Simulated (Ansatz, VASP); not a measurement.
**GaAs: VASP beside Ansatz**

```
CELL_PARAMETERS angstrom
0.00000 2.82650 2.82650
2.82650 0.00000 2.82650
2.82650 2.82650 0.00000
ATOMIC_POSITIONS crystal
Ga 0.00000 0.00000 0.00000
As 0.25000 0.25000 0.25000
```

Alike in both runs: task single point; functional r2SCAN; k mesh 10 × 10 × 10; occupations gaussian, width 0.03 eV; no spin polarisation.

```csv
,VASP,Ansatz
version,VASP 6.6.1,Ansatz 0.2.0
potentials or method,"VASP PAW PBE potentials, release 64 (Ga_d, As)","scalar-relativistic, plane waves, PAW"
plane-wave cutoff (eV),520,500
valence electrons in the cell,18,28
```

Ansatz gave:

* gap on the k mesh at the Fermi level (eV): 1.02
* least direct gap on the mesh (eV): 1.02

Problem. Estimate VASP's values.

Solution. gap on the k mesh at the Fermi level (eV): 1.00; least direct gap on the mesh (eV): 1.00.

The two sets of potentials don't hold the same shells in valence.

 A k mesh can miss the band edges. r2SCAN opens gaps a little over a GGA but as a rule still falls short of measured ones.
